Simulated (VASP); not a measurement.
# GaSb (F-43m) in VASP: a series of runs, part 2 of 2

VASP 6.6.1. The steps go on from the part before.

## 3. Single point, HSE06

Contents of POSCAR:

```
GaSb
1.0
    0.0000000000      3.0658848221      3.0658848221
    3.0658848221      0.0000000000      3.0658848221
    3.0658848221      3.0658848221      0.0000000000
Ga Sb
1 1
Direct
    0.0000000000      0.0000000000      0.0000000000
    0.2500000000      0.2500000000      0.2500000000
```

Contents of INCAR.step1:

```
SYSTEM = GaSb
ALGO     = Normal         ! electronic algorithm
EDIFF    = 1E-5           ! SCF threshold, eV
ENCUT    = 520            ! plane-wave cutoff, eV
GGA      = PE             ! functional
ISIF     = 2              ! what is computed and relaxed
ISMEAR   = -1             ! smearing method
LASPH    = .TRUE.         ! aspherical terms in the spheres
LCHARG   = .FALSE.        ! write CHGCAR
LREAL    = .FALSE.        ! projectors in reciprocal space
LWAVE    = .TRUE.         ! write WAVECAR
NBANDS   = 16             ! bands
NELM     = 80             ! most SCF steps
PREC     = Accurate       ! precision mode
SIGMA    = 0.02           ! smearing width, eV
```

Contents of INCAR.step2:

```
SYSTEM = GaSb
ALGO     = Normal         ! electronic algorithm
EDIFF    = 1E-6           ! SCF threshold, eV
ENCUT    = 520            ! plane-wave cutoff, eV
GGA      = PE             ! functional
HFSCREEN = 0.2079         ! screening, 1/A
ISIF     = 2              ! what is computed and relaxed
ISMEAR   = -1             ! smearing method
ISTART   = 1            
LASPH    = .TRUE.         ! aspherical terms in the spheres
LCHARG   = .FALSE.        ! write CHGCAR
LHFCALC  = .TRUE.         ! exact exchange
LREAL    = .FALSE.        ! projectors in reciprocal space
LWAVE    = .FALSE.        ! write WAVECAR
NBANDS   = 16             ! bands
NELM     = 80             ! most SCF steps
PREC     = Accurate       ! precision mode
PRECFOCK = Normal       
SIGMA    = 0.02           ! smearing width, eV
```

Contents of KPOINTS:

```
k-points
0
G
  4 4 4
  0 0 0
```

Potentials or basis: VASP PAW PBE potentials, release 64 (Ga_d, Sb).

On the command line:

```console
$ cat potpaw_PBE.64/Ga_d/POTCAR potpaw_PBE.64/Sb/POTCAR > POTCAR
$ cp INCAR.step1 INCAR
$ mpirun -np 1 vasp_std > vasp.out
$ cp INCAR.step2 INCAR
$ mpirun -np 1 vasp_std > vasp.out
```

OUTCAR:

```text
SYSTEM = GaSb
   EDIFF = 1E-6
   ENCUT = 520
   GGA = PE
   HFSCREEN = 0.2079
   ISIF = 2
   ISMEAR = -1
   ISTART = 1
   LASPH = .TRUE.
   LHFCALC = .TRUE.
   LREAL = .FALSE.
   NELM = 80
   PREC = Accurate
   PRECFOCK = Normal

 ion  position               nearest neighbor table
   1  0.000  0.000  0.000-   2 2.66   2 2.66   2 2.66   2 2.66
   2  0.250  0.250  0.250-   1 2.66   1 2.66   1 2.66   1 2.66

  LATTYP: Found a face centered cubic cell.
 ALAT       =     6.1317696442

  Lattice vectors:

 A1 = (   0.0000000000,   3.0658848221,   3.0658848221)
 A2 = (   3.0658848221,   0.0000000000,   3.0658848221)
 A3 = (   3.0658848221,   3.0658848221,   0.0000000000)

Analysis of symmetry for initial positions (statically):
=====================================================================
 Subroutine PRICEL returns:
 Original cell was already a primitive cell.

 Routine SETGRP: Setting up the symmetry group for a
 face centered cubic supercell.

 Subroutine GETGRP returns: Found 24 space group operations
 (whereof 24 operations were pure point group operations)
 out of a pool of 48 trial point group operations.

The static configuration has the point symmetry T_d .

Analysis of symmetry for dynamics (positions and initial velocities):
=====================================================================
 Subroutine PRICEL returns:
 Original cell was already a primitive cell.

 Routine SETGRP: Setting up the symmetry group for a
 face centered cubic supercell.

 Subroutine GETGRP returns: Found 24 space group operations
 (whereof 24 operations were pure point group operations)
 out of a pool of 48 trial point group operations.

The dynamic configuration has the point symmetry T_d .

 Subroutine INISYM returns: Found 24 space group operations
 (whereof 24 operations are pure point group operations),
[... 102 lines left out ...]
  Thomas-Fermi vector in A             =   2.247263
   LORBIT       =      0    0 simple, 1 ext, 2 COOP (PROOUT), +10 PAW based schemes
   GGA     = PE    functional components
   LHFCALC =     T    Hartree Fock is set to
   PRECFOCK=normal    Normal, Fast or Accurate (Low or Medium for compatibility)
   ENCUT4O =  -1.0   cutoff for four orbital integrals eV
   NKREDX  =     1    reduce k-point grid by
   NKREDY  =     1    reduce k-point grid by
   NKREDZ  =     1    reduce k-point grid by
   AEXX    =    0.2500 exact exchange contribution
   HFSCREEN=    0.2079 screening length (either q_TF or 0.3 A-1)
   HFSCREENC=   0.2079 screening length for correlation (either q_TF or 0.3 A-1)
   ENCUTFOCK=  -1.0 apply spherical cutoff to Coloumb kernel
   IVDW    =     0    specifies the selected vdW correction
   LEPSILON=     F    determine dielectric tensor
   LRPA    =     F    only Hartree local field effects (RPA)
 non-spin polarized calculation
  energy-cutoff  :      520.00
  volume of cell :       57.64
 maximum number of plane-waves:      1572
  NGX = 28; NGY = 28; NGZ = 28

 number of electron      17.9999989 magnetization

 Free energy of the ion-electron system (eV)
  ---------------------------------------------------
  ext. energy  EPLUGINS =         0.00000000
  ---------------------------------------------------
  free energy    TOTEN  =        -8.78189411 eV

  energy without entropy =       -8.78189411  energy(sigma->0) =       -8.78189411

 E-fermi :   4.8591     XC(G=0):  -7.5368

 val. band max:        4.4101131614   @ k =   0.0000   0.0000   0.0000
 cond. band min:       5.2552189363   @ k =   0.0000   0.0000   0.0000
 fundamental gap:      0.8451057750
 Fermi energy:         4.8590686614

 k-point     1 :       0.0000    0.0000    0.0000
  band No.  band energies     occupation
      1     -13.2470      2.00000
      2     -13.2470      2.00000
      3     -13.2470      2.00000
      4     -13.1964      2.00000
      5     -13.1964      2.00000
      6      -8.0676      2.00000
[... 129 lines left out ...]
      3     -13.2265      2.00000
      4     -13.2016      2.00000
      5     -13.1960      2.00000
      6      -5.3179      2.00000
[... 8 lines left out ...]
     15      15.5117      0.00000
     16      16.9049      0.00000

------------------------ aborting loop because EDIFF is reached ----------------------------------------

  FORCE on cell =-STRESS in cart. coord.  units (eV):
  Direction    XX          YY          ZZ          XY          YZ          ZX
  --------------------------------------------------------------------------------------
  -------------------------------------------------------------------------------------
  Total       -0.0313132     -0.0313132     -0.0313132     -0.0000000      0.0000000     -0.0000000
  in kB       -0.8704423     -0.8704423     -0.8704423     -0.0000000      0.0000000     -0.0000000
  external PRESSURE =      -0.8704423 kB  Pullay stress =       0.0000000 kB

 VOLUME and BASIS-vectors are now :
 -----------------------------------------------------------------------------
  energy-cutoff  :      520.00
  volume of cell :       57.64
      direct lattice vectors                 reciprocal lattice vectors
     0.000000000  3.065884822  3.065884822    -0.163085057  0.163085057  0.163085057
     3.065884822  0.000000000  3.065884822     0.163085057 -0.163085057  0.163085057
     3.065884822  3.065884822  0.000000000     0.163085057  0.163085057 -0.163085057

 POSITION                                       TOTAL-FORCE (eV/Angst)
 -----------------------------------------------------------------------------------
      0.00000      0.00000      0.00000         0.000000      0.000000      0.000000
      1.53294      1.53294      1.53294        -0.000000     -0.000000     -0.000000
 -----------------------------------------------------------------------------------
    total drift:                                0.000014     -0.000017      0.000000

  FREE ENERGIE OF THE ION-ELECTRON SYSTEM (eV)
  ---------------------------------------------------
  free  energy   TOTEN  =        -8.7818941133 eV

  energy  without entropy=       -8.7818941132  energy(sigma->0) =       -8.78189411
```

OUTCAR.step1:

```text
SYSTEM = GaSb
   EDIFF = 1E-5
   ENCUT = 520
   GGA = PE
   ISIF = 2
   ISMEAR = -1
   LASPH = .TRUE.
[... 353 lines left out ...]
      0.00000      0.00000      0.00000        -0.000000     -0.000000     -0.000000
      1.53294      1.53294      1.53294         0.000000      0.000000      0.000000
 -----------------------------------------------------------------------------------
    total drift:                                0.000002      0.000002      0.000002

  FREE ENERGIE OF THE ION-ELECTRON SYSTEM (eV)
  ---------------------------------------------------
  free  energy   TOTEN  =        -7.1626685224 eV

  energy  without entropy=       -7.1612824051  energy(sigma->0) =       -7.16197546
```

Run time: 6.2 min. Hardware: 1 thread of Intel Xeon 6975P-C (Granite Rapids), shared host; peak memory 0.3 GiB.

Results:

| Item | Value |
| --- | --- |
| Free energy | -8.7819 eV |
| Pressure | -0.1 GPa |
| Band gap on the k mesh | 0.85 eV, direct |

Levels at points of the mesh, in eV from the valence-band top:
| k point | band 7 | band 8 | band 9 | band 10 | band 11 | band 12 |
| --- | --- | --- | --- | --- | --- | --- |
| (0.00, 0.00, 0.00) | 0.00 | 0.00 | 0.00 | 0.85 | 3.49 | 3.49 |
| (0.50, 0.00, 0.00) | -6.84 | -1.23 | -1.23 | 1.08 | 4.49 | 4.49 |
| (0.50, 0.50, 0.00) | -7.33 | -2.75 | -2.75 | 1.52 | 1.86 | 9.87 |

Caveat: the k points lie up to 0.44 Å⁻¹ apart; the PAW data sets were made with another functional, which shifts forces and pressure a little; spin-orbit coupling is left out, which moves the levels of the heavy elements.

## 4. Comparison with measurements

Step 2. A measured gap of GaSb is 0.811 eV (direct; 4.2 K; a printed reference work, data compilation); the calculated 0.00 eV misses it by -0.81 eV. Spin-orbit coupling on Ga, Sb is left out. The value is that of PBE on a finite k mesh, which can miss the band edges, without temperature or zero-point motion. Semilocal functionals fall short of measured gaps as a rule.
